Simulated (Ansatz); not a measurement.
# Strain and the gap of WSe₂ (P-6m2)

A 3-atom cell of WSe₂ (P-6m2) from a materials database, relaxed with r2SCAN+rVV10 in the PAW code Ansatz. The symmetry is P-6m2 (No. 187, hexagonal); a = 3.297 Å, c = 7.184 Å in the conventional setting, 22.55 Å³ an atom. Around W lie 6 Se at 2.53 Å; around Se lie 3 W at 2.53 Å.

The axes x, y and z are those of this cell:
```
CELL_PARAMETERS angstrom
3.29721 0.00000 0.00000
-1.64861 2.85547 0.00000
0.00000 0.00000 7.18427
ATOMIC_POSITIONS crystal
W 0.00000 0.00000 0.00000
Se 0.33333 0.66667 0.23192
Se 0.33333 0.66667 0.76808
```

Unstrained: The PBE gap is indirect, 1.367 eV (A to Γ–K (0.53 of the way from Γ)), below the direct gap of 1.559 eV at H. With r2SCAN the valence top lies at A and the conduction bottom at Γ–K (0.53 of the way from Γ), 1.487 eV higher; the smallest vertical gap, at H, is 1.675 eV. The HSE06 gap is indirect, 1.889 eV (A to Γ–K (0.53 of the way from Γ)), below the direct gap of 2.021 eV at H. Meshes: PBE 12×12×4, r2SCAN 12×12×4, HSE06 6×6×4. Strains are changes of length per length. After each strain the atoms were relaxed again with r2SCAN+rVV10 within the symmetry that the strain leaves, so tilts or polar shifts that break it weren't tested; points keep the names that they have in the unstrained zone. Spin-unpolarised throughout; all numbers are computed.

Changes of the least gap in eV (an overlap counts as a negative gap):
```csv
strain,volume change (%),space group,PBE,r2SCAN,HSE06
uniaxial -5.29 % along x,-5.3,Amm2,-0.206,-0.181,-0.221
"biaxial -2.83 % in x and y, z held",-5.6,P-6m2,-0.172,-0.145,-0.186
```

Uniaxial -5.29 % along x, other directions held. HSE06: the gap goes from 1.889 to 1.668 eV (-0.221 eV); the edges go from A → Γ–K (0.53) to (0.326, 0.336, -1/2) → Γ–K (0.54). Stress change with PBE, compression positive: xx +11.92, yy +1.91, zz +0.85 GPa.

Biaxial -2.83 % in x and y, z held. HSE06: the gap goes from 1.889 to 1.703 eV (-0.186 eV); the edges go from A → Γ–K (0.53) to H → Γ–K (0.53). Stress change with PBE, compression positive: xx +6.92, yy +6.92, zz +0.93 GPa.

Spin-orbit coupling is left out, which matters wherever the heavy atoms make up the band edges.

Where an edge lies off the special points, it is a point of the mesh or the k point where a search put PBE's edge or least direct gap, reused for the other functionals, whose own edges may lie a little apart.

Coordinates of k points refer to the reciprocal vectors of the primitive cell of the runs.

The meshes of the hybrids are coarse, so their gaps aren't converged to the digits shown.
